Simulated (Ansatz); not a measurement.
The system is NbAs.

```
Nb As
1.0
    -1.72585    1.72585    5.84000
     1.72585   -1.72585    5.84000
     1.72585    1.72585   -5.84000
Nb As
2 2
Cartesian
  0.0000 1.7259 0.0000
  0.0000 0.0000 8.7600
  0.0000 1.7259 4.8589
  0.0000 0.0000 1.9389
```

| Quantity | Value |
| --- | --- |
| Program | Ansatz 0.2.0 |
| Task | single point |
| Functional | PBE |
| Potentials or basis | all-electron LAPW, scalar-relativistic |
| Cutoff | 267 eV (chosen from the basis error) |
| Basis error allowed | 0.001 eV/atom |
| k mesh | 11 × 11 × 11 |
| Occupations | fermi-dirac, width 0.05 eV |
| Spin | no spin polarisation |

On this cell: pressure 3.3 GPa; largest force 0.298 eV/Å; band gap on the k mesh none (metal or under the smearing width).

The same run follows on a disturbed copy (atoms moved at random, drawn with an rms of 0.05 Å):

```
CELL_PARAMETERS angstrom
-1.72585 1.72585 5.84000
1.72585 -1.72585 5.84000
1.72585 1.72585 -5.84000
ATOMIC_POSITIONS crystal
Nb 0.50646 0.99884 0.51287
Nb 0.75111 0.75966 0.00702
As 0.89341 0.42102 0.49657
As 0.15960 0.17012 0.00200
```

Question: What does the disturbed cell give?

Answer: The energy (extrapolated to zero smearing) moves by +32.0 meV/atom; pressure 4.2 GPa; largest force 1.544 eV/Å; band gap on the k mesh none (metal or under the smearing width).

Forces on the atoms (eV/Å):
```
Nb   0.289 -0.953 -0.099
Nb   0.015 -0.005 -1.518
As  -0.357  0.655  1.353
As   0.053  0.304  0.265
```

Stress tensor (GPa, compression positive):
```
 4.99 -0.25  0.22
-0.25  1.65 -0.57
 0.22 -0.57  5.89
```
